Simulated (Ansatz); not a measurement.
Ga₂O₃ (C2/m) from a database structure, relaxed with r2SCAN in Ansatz 0.2.0. The symmetry is C2/m (No. 12, monoclinic); a = 12.255 Å, b = 3.039 Å, c = 5.808 Å, β = 103.8° in the conventional setting, 10.50 Å³ an atom. Ga is surrounded by 6 O at 1.94–2.08 Å; Ga is surrounded by 4 O at 1.83–1.87 Å; O is surrounded by 3 Ga at 1.84–1.94 Å; O is surrounded by 4 Ga at 1.87–2.08 Å; O is surrounded by 3 Ga at 1.83–1.94 Å.

The axes x, y and z are those of this cell:
```
Ga O
1.0
     6.12741   -1.51956   -0.00261
     6.12741    1.51956   -0.00261
    -1.38364    0.00000    5.64108
Ga O
4 6
Direct
  0.34126 0.34126 0.68555
  0.65874 0.65874 0.31445
  0.90949 0.90949 0.20523
  0.09051 0.09051 0.79477
  0.50370 0.50370 0.74375
  0.49630 0.49630 0.25625
  0.82666 0.82666 0.43647
  0.17334 0.17334 0.56353
  0.16421 0.16421 0.10913
  0.83579 0.83579 0.89087
```

Unstrained: PBE gives an indirect gap of 2.367 eV, from k = (0.448, -0.458, -1/2) to Γ; the least direct gap is 2.394 eV at Γ. The r2SCAN gap is indirect, 3.023 eV (k = (0.448, -0.458, -1/2) to Γ), below the direct gap of 3.053 eV at Γ. With HSE06 the valence top lies at k = (0.448, -0.458, -1/2) and the conduction bottom at Γ, 4.180 eV higher; the smallest vertical gap, at Γ, is 4.197 eV. Least and direct gap differ so little that the kind isn't settled. Meshes: PBE 8×8×4, r2SCAN 8×8×4, HSE06 6×6×4. Strains are changes of length per length. After each strain the atoms were relaxed again with r2SCAN within the symmetry that the strain leaves, so tilts or polar shifts that break it weren't tested; points keep the names that they have in the unstrained zone. No spin polarisation and no zero-point or thermal motion.

**Question.** Apply uniaxial +1.0 % along z, other directions held. How far does the gap move, against the unstrained cell?

**Answer.** PBE: the gap goes from 2.367 to 2.283 eV (-0.084 eV); the edges go from (0.448, -0.458, -1/2) → Γ to (0.448, -0.453, -1/2) → Γ. r2SCAN: the gap goes from 3.023 to 2.936 eV (-0.087 eV); the edges go from (0.448, -0.458, -1/2) → Γ to (0.448, -0.453, -1/2) → Γ. HSE06: the gap goes from 4.180 to 4.088 eV (-0.092 eV); the edges go from (0.448, -0.458, -1/2) → Γ to (0.448, -0.453, -1/2) → Γ. The r2SCAN energy rises by 1.1 meV an atom.

**Question.** Apply uniaxial -3.0 % along z, other directions held. How far does the gap move, against the unstrained cell?

**Answer.** PBE: the gap goes from 2.367 to 2.542 eV (+0.175 eV); the edges go from (0.448, -0.458, -1/2) → Γ to Γ–C (0.22) → Γ. r2SCAN: the gap goes from 3.023 to 3.205 eV (+0.182 eV); the edges go from (0.448, -0.458, -1/2) → Γ to Γ–C (0.22) → Γ. HSE06: the gap goes from 4.180 to 4.362 eV (+0.182 eV); it turns from indirect ((0.448, -0.458, -1/2) → Γ) to direct (Γ); least and direct gap lie within 0.04 eV, so its kind isn't settled. The r2SCAN energy rises by 10.8 meV an atom.

**Question.** Apply uniaxial +3.0 % along z, other directions held. How far does the gap move, against the unstrained cell?

**Answer.** PBE: the gap goes from 2.367 to 2.102 eV (-0.265 eV); the edges go from (0.448, -0.458, -1/2) → Γ to (0.443, -0.448, -1/2) → Γ. r2SCAN: the gap goes from 3.023 to 2.749 eV (-0.274 eV); the edges go from (0.448, -0.458, -1/2) → Γ to (0.443, -0.448, -1/2) → Γ. HSE06: the gap goes from 4.180 to 3.891 eV (-0.289 eV); the edges go from (0.448, -0.458, -1/2) → Γ to (0.443, -0.448, -1/2) → Γ. The r2SCAN energy rises by 10.1 meV an atom.

**Question.** Apply uniaxial -1.0 % along z, other directions held. How far does the gap move, against the unstrained cell?

**Answer.** PBE: the gap goes from 2.367 to 2.448 eV (+0.081 eV). r2SCAN: the gap goes from 3.023 to 3.105 eV (+0.082 eV). HSE06: the gap goes from 4.180 to 4.259 eV (+0.079 eV); it turns from indirect ((0.448, -0.458, -1/2) → Γ) to direct (Γ); least and direct gap lie within 0.04 eV, so its kind isn't settled. The r2SCAN energy rises by 1.2 meV an atom.

**Question.** Apply uniaxial -2.0 % along z, other directions held. How far does the gap move, against the unstrained cell?

**Answer.** PBE: the gap goes from 2.367 to 2.498 eV (+0.131 eV); the edges go from (0.448, -0.458, -1/2) → Γ to Γ–C (0.22) → Γ. r2SCAN: the gap goes from 3.023 to 3.161 eV (+0.138 eV); the edges go from (0.448, -0.458, -1/2) → Γ to Γ–C (0.22) → Γ. HSE06: the gap goes from 4.180 to 4.314 eV (+0.134 eV); it turns from indirect ((0.448, -0.458, -1/2) → Γ) to direct (Γ); least and direct gap lie within 0.04 eV, so its kind isn't settled. The r2SCAN energy rises by 4.8 meV an atom.

**Question.** Estimate what uniaxial +2.0 % along z, other directions held does to the gap.

**Answer.** PBE: the gap goes from 2.367 to 2.194 eV (-0.173 eV); the edges go from (0.448, -0.458, -1/2) → Γ to (0.448, -0.448, -1/2) → Γ. r2SCAN: the gap goes from 3.023 to 2.844 eV (-0.179 eV); the edges go from (0.448, -0.458, -1/2) → Γ to (0.448, -0.448, -1/2) → Γ. HSE06: the gap goes from 4.180 to 3.992 eV (-0.188 eV); the edges go from (0.448, -0.458, -1/2) → Γ to (0.448, -0.448, -1/2) → Γ. The r2SCAN energy rises by 4.6 meV an atom.

Where an edge lies off the special points, it is a point of the mesh or the k point where a search put PBE's edge or least direct gap, reused for the other functionals, whose own edges may lie a little apart.

Coordinates of k points refer to the reciprocal vectors of the primitive cell of the runs.

The meshes of the hybrids are coarse, so their gaps aren't converged to the digits shown.
